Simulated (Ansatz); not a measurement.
# Nb (Im-3m) in Ansatz: further runs

One crystal, Nb, is run at these levels: PBE; tasks: single point.

Everything below comes from runs of Ansatz 0.2.0. Logs are shortened: lines on timing, memory, paths and dates and some standing lists are left out, and cuts for length are marked.

### Step 1. Starting point

Symmetry: Im-3m, No. 229, cubic system. The conventional cell has a = 3.328 Å, b = 3.328 Å, c = 3.328 Å, α = 90.00°, β = 90.00°, γ = 90.00°. Nb (site symmetry m-3m) has 8 Nb at 2.88 Å as nearest neighbours.

### Step 2. Single point, PBE

Contents of input.yaml:

```yaml
crystal:
  lattice:
    - [-1.66395, 1.66395, 1.66395]
    - [1.66395, -1.66395, 1.66395]
    - [1.66395, 1.66395, -1.66395]
  atoms:
    - { symbol: Nb, position: [0.0, 0.0, 0.0] }
hamiltonian:
  xc: pbe
  pseudopotentials: { kind: paw }
kpoints:
  mp_grid: { grid: [11, 11, 11] }
scf:
  occupations: { method: gaussian, width: 0.023 }
output:
  forces: true
  stress: true
  eigenvalues: true
```

Potentials or basis: Ansatz PAW.

Run with:

```console
$ ansatz run input.yaml --threads 2 --pin off --max-ram 5632MiB --backend cpu --events-out ev --progress --plain --runs-dir out
```

Standard output:

```text
Warning: RAYON_NUM_THREADS=2 ignored (pool sized by the plan → 2); use --threads N
Engine: ansatz 0.2.0, x86_64-unknown-linux-gnu
Pseudopotentials: kind: paw
Pseudopotential: Nb, paw, valence charge 13, recommended cutoff 420 eV (normal), Nb.paw.azcp
Functional definition: PBE
  parameter kappa = 0.804
  parameter beta = 0.06672455060314922
  exchange = pbe_x(kappa = kappa, mu = beta*pi^2/3)
  correlation = pbe_c(beta = beta)
Crystal: 1 atoms, lattice volume = 18.428 Å³
Basis set: ecut = 420 eV, 369 PW (Γ), exchange–correlation on 40×40×40 points (8 copies of the dense FFT grid, shifted against one another)
Bands: 11, of which v1, the nominal top of the filled ones, is band 7 counted from 1 (6 counted from 0)
Symmetry: 48 space group operations
Space group: Im-3m (ITA 229), of the structure as read, at distance tolerance 2.6e-5 Å
k-points: 56 of 1331
Non-local potential: Nb, projectors of the file, l = 0: 3, l = 1: 2, l = 2: 2, l = 3: 1
PAW form: soft (Blöchl's): semilocal exchange-correlation on the pseudo side does not see the compensation charge
PAW one-centre angular grid: Nb, 590 points (default); XC on 64 Gauss nodes
Initial density: superposition of atomic densities (neutral atoms: chi_scale 0, normalization atom), corrected by the library's trained network
Initial wavefunctions: pseudopotential atomic-orbital guess
Functional: x = pbe(κ = 0.804, μ = 0.2195149727645171), c = pbe(β = 0.06672455060314922)
SCF iter   1: F=—  HF=-4552.274121 eV  |F-HF|=—  |Δ(HF+E_count)|=         —  Δρ=4.34e-3  dr2=3.19e-3  ethr=1.77e-3  ⟨swp⟩=5.6  Hψ=3661  notcnv=0
preconditioner: auto → none  [metal: Δε(μ)=0.008 eV  Ē_g=7.438 eV  σ=0.023 eV  W_gap=0.19  n_scr=0 (ndim 8)  ℏωp=19.3 eV  f_vac=0.000  D(μ)=2.74/eV (n_scr^D=42)]
SCF iter   2: F=—  HF=-4552.273428 eV  |F-HF|=—  |Δ(HF+E_count)|=   6.93e-4  Δρ=1.77e-3  dr2=2.90e-4  ethr=2.46e-5  ⟨swp⟩=2.6  Hψ=1501  notcnv=0  defer=28
SCF iter   3: F=—  HF=-4552.273424 eV  |F-HF|=—  |Δ(HF+E_count)|=   4.56e-6  Δρ=5.35e-4  dr2=2.90e-5  ethr=2.23e-6  ⟨swp⟩=1.0  Hψ=588  notcnv=0  defer=28
SCF iter   4: F=—  HF=-4552.273424 eV  |F-HF|=—  |Δ(HF+E_count)|=   5.82e-7  Δρ=3.80e-5  dr2=6.03e-8  ethr=2.23e-7  ⟨swp⟩=1.0  Hψ=593  notcnv=0  defer=28
iter 5 did not close the SCF: its close was put off for the readings that it lacked (scf_convergence_deferred on its scf_iter line)
SCF iter   5: F=-4552.273424 eV  HF=-4552.273424 eV  |F-HF|=1.12e-10  |Δ(HF+E_count)|=   1.11e-7  Δρ=2.62e-6  dr2=2.90e-10  ethr=4.64e-10  ⟨swp⟩=2.0  Hψ=942  notcnv=0  defer=28
SCF iter   6: F=-4552.273424 eV  HF=-4552.273424 eV  |F-HF|=9.09e-13  |Δ(HF+E_count)|=  1.12e-10  Δρ=1.88e-7  dr2=2.21e-12  ethr=2.23e-12  ⟨swp⟩=2.4  Hψ=2125  notcnv=0
SCF 1 converged in 6 iterations: F = -4552.273424 eV  dr2 = 2.21e-12
SCF converged after 6 iterations
Free energy (F): -4552.273424 eV
Harris-Foulkes:  -4552.273424 eV  (|F-HF|=9.09e-13)
Internal energy: -4552.272699 eV  (E = F + TS)
E sigma→0 (E₀):  -4552.273062 eV
Entropy (-TS):   -0.000725 eV (-0.725 meV/atom)
Fermi energy:    17.239275 eV
--- Per-component energies (eV) ---
  E_band       = -73.743828
  E_kinetic    = 394.295205
  E_local      = -706.406222  (includes V_loc(G=0)·N_el)
  E_nonlocal   = 119.698725
  E_hartree    = 219.533961
  E_xc         = -175.461967
  E_vxc        = -212.839208  (∫ρ·V_xc dr)
  E_paw        = -3073.330454  (= ΣΔE_a)
  E_vpaw       = -107.560267  (= ΣTr[D̂ρ^β])
  E_aug_tail   = 0.000006  (compensation charges beyond the density's cutoff)
  E_ewald      = -1330.601953
  E_smearing   = -0.000725  (= −TS)
  E_closure    = 0.000000  (closes the sum)
  Σ components = -4552.273424   (vs F -4552.273424, Δ=0.00e0)
--- Forces (eV/Å), atoms counted from 1 ---
  atom   1  Nb    -0.00000000     0.00000000    -0.00000000
  max |Σ_I F_I| component: 2.16e-32 eV/Å
--- Stress (GPa, compression-positive) ---
       -1.734778      -0.000000       0.000000
        0.000000      -1.734778      -0.000000
        0.000000       0.000000      -1.734778
  P = ⅓ Tr σ = -1.7348 GPa (-17.348 kbar)
--- Band table (eV; the first three rows and the last of 56) ---
  k-point 0: bands = ["-37.0810", "-12.4384", "-12.4384", "-12.4384", "11.4417", "17.6679", "17.6679", "17.6679", "20.5023", "20.5023", "31.3843"]
  k-point 1: bands = ["-37.0635", "-12.5458", "-12.4713", "-12.4392", "11.7691", "17.4703", "17.6132", "17.9836", "20.2242", "20.5057", "31.6357"]
  k-point 2: bands = ["-37.0162", "-12.8272", "-12.5585", "-12.4414", "12.6268", "16.9872", "17.3622", "18.8981", "19.9197", "20.5516", "31.9341"]
  k-point 55: bands = ["-36.7046", "-13.3071", "-13.2874", "-13.2874", "13.8009", "13.8514", "22.1577", "22.1577", "22.5893", "25.7456", "26.9506"]
```

It took 0.68 s on 2 threads of Intel Xeon at 2.70GHz, shared host; peak memory 0.29 GiB.

What came out:

| Quantity | Value |
| --- | --- |
| Free energy | -4552.2734 eV |
| Pressure | -1.7 GPa |
| Band gap on the k mesh | none (metal or under the smearing width) |

Levels at points of the mesh, in eV from the Fermi level:
```tsv
k point	band 3	band 4	band 5	band 6	band 7	band 8	band 9	band 10
(0.00, 0.00, 0.00)	-29.68	-29.68	-5.80	0.43	0.43	0.43	3.26	3.26
```

### Step 3. Single point, PBE

Edit input.yaml of step 2 so:

```diff
@@ -13,3 +13,3 @@
 scf:
-  occupations: { method: gaussian, width: 0.023 }
+  occupations: { method: gaussian, width: 0.024 }
 output:
```

Potentials or basis: Ansatz PAW.

Run with:

```console
$ ansatz run input.yaml --threads 2 --pin off --max-ram 5632MiB --backend cpu --events-out ev --progress --plain --runs-dir out
```

Standard output:

```text
Warning: RAYON_NUM_THREADS=2 ignored (pool sized by the plan → 2); use --threads N
[... 8 set-up lines as earlier in the session ...]
Crystal: 1 atoms, lattice volume = 18.428 Å³
Basis set: ecut = 420 eV, 369 PW (Γ), exchange–correlation on 40×40×40 points (8 copies of the dense FFT grid, shifted against one another)
Bands: 11, of which v1, the nominal top of the filled ones, is band 7 counted from 1 (6 counted from 0)
[... 2 set-up lines as earlier in the session ...]
k-points: 56 of 1331
[... 6 set-up lines as earlier in the session ...]
SCF iter   1: F=—  HF=-4552.274153 eV  |F-HF|=—  |Δ(HF+E_count)|=         —  Δρ=4.34e-3  dr2=3.19e-3  ethr=1.77e-3  ⟨swp⟩=5.6  Hψ=3660  notcnv=0
preconditioner: auto → none  [metal: Δε(μ)=0.008 eV  Ē_g=7.438 eV  σ=0.024 eV  W_gap=0.19  n_scr=0 (ndim 8)  ℏωp=19.3 eV  f_vac=0.000  D(μ)=2.69/eV (n_scr^D=42)]
SCF iter   2: F=—  HF=-4552.273460 eV  |F-HF|=—  |Δ(HF+E_count)|=   6.92e-4  Δρ=1.77e-3  dr2=2.91e-4  ethr=2.46e-5  ⟨swp⟩=2.6  Hψ=1500  notcnv=0  defer=27
SCF iter   3: F=—  HF=-4552.273455 eV  |F-HF|=—  |Δ(HF+E_count)|=   4.82e-6  Δρ=5.35e-4  dr2=2.90e-5  ethr=2.24e-6  ⟨swp⟩=1.0  Hψ=589  notcnv=0  defer=27
SCF iter   4: F=—  HF=-4552.273456 eV  |F-HF|=—  |Δ(HF+E_count)|=   8.72e-7  Δρ=3.80e-5  dr2=6.04e-8  ethr=2.23e-7  ⟨swp⟩=1.0  Hψ=594  notcnv=0  defer=27
iter 5 did not close the SCF: its close was put off for the readings that it lacked (scf_convergence_deferred on its scf_iter line)
SCF iter   5: F=-4552.273456 eV  HF=-4552.273456 eV  |F-HF|=1.13e-10  |Δ(HF+E_count)|=   1.11e-7  Δρ=2.58e-6  dr2=2.86e-10  ethr=4.65e-10  ⟨swp⟩=2.0  Hψ=943  notcnv=0  defer=27
SCF iter   6: F=-4552.273456 eV  HF=-4552.273456 eV  |F-HF|=0.00e0  |Δ(HF+E_count)|=  1.24e-10  Δρ=1.90e-7  dr2=2.22e-12  ethr=2.20e-12  ⟨swp⟩=2.4  Hψ=2121  notcnv=0
SCF 1 converged in 6 iterations: F = -4552.273456 eV  dr2 = 2.22e-12
SCF converged after 6 iterations
Free energy (F): -4552.273456 eV
Harris-Foulkes:  -4552.273456 eV  (|F-HF|=0.00e0)
Internal energy: -4552.272676 eV  (E = F + TS)
E sigma→0 (E₀):  -4552.273066 eV
Entropy (-TS):   -0.000780 eV (-0.780 meV/atom)
Fermi energy:    17.239365 eV
--- Per-component energies (eV) ---
  E_band       = -73.743805
  E_kinetic    = 394.295199
  E_local      = -706.406216  (includes V_loc(G=0)·N_el)
  E_nonlocal   = 119.698745
  E_hartree    = 219.533955
  E_xc         = -175.461955
  E_vxc        = -212.839194  (∫ρ·V_xc dr)
  E_paw        = -3073.330457  (= ΣΔE_a)
  E_vpaw       = -107.560267  (= ΣTr[D̂ρ^β])
  E_aug_tail   = 0.000006  (compensation charges beyond the density's cutoff)
  E_ewald      = -1330.601953
  E_smearing   = -0.000780  (= −TS)
  E_closure    = 0.000000  (closes the sum)
  Σ components = -4552.273456   (vs F -4552.273456, Δ=0.00e0)
--- Forces (eV/Å), atoms counted from 1 ---
  atom   1  Nb     0.00000000     0.00000000    -0.00000000
  max |Σ_I F_I| component: 1.54e-32 eV/Å
--- Stress (GPa, compression-positive) ---
       -1.734948       0.000000       0.000000
        0.000000      -1.734948       0.000000
        0.000000       0.000000      -1.734948
  P = ⅓ Tr σ = -1.7349 GPa (-17.349 kbar)
--- Band table (eV; the first three rows and the last of 56) ---
  k-point 0: bands = ["-37.0810", "-12.4384", "-12.4384", "-12.4384", "11.4417", "17.6679", "17.6679", "17.6679", "20.5023", "20.5023", "31.3843"]
  k-point 1: bands = ["-37.0635", "-12.5458", "-12.4713", "-12.4392", "11.7691", "17.4703", "17.6132", "17.9836", "20.2242", "20.5057", "31.6357"]
  k-point 2: bands = ["-37.0162", "-12.8272", "-12.5585", "-12.4414", "12.6268", "16.9872", "17.3622", "18.8981", "19.9197", "20.5516", "31.9341"]
  k-point 55: bands = ["-36.7046", "-13.3071", "-13.2874", "-13.2874", "13.8009", "13.8514", "22.1577", "22.1577", "22.5893", "25.7456", "26.9506"]
```

Run time: 0.66 s. Hardware: 2 threads of Intel Xeon at 2.70GHz, shared host; peak memory 0.29 GiB.

What came out:

| Item | Value |
| --- | --- |
| Free energy | -4552.2735 eV |
| Pressure | -1.7 GPa |
| Band gap on the k mesh | none (metal or under the smearing width) |

Levels at points of the mesh, in eV from the Fermi level:
```csv
k point,band 3,band 4,band 5,band 6,band 7,band 8,band 9,band 10
"(0.00, 0.00, 0.00)",-29.68,-29.68,-5.80,0.43,0.43,0.43,3.26,3.26
```
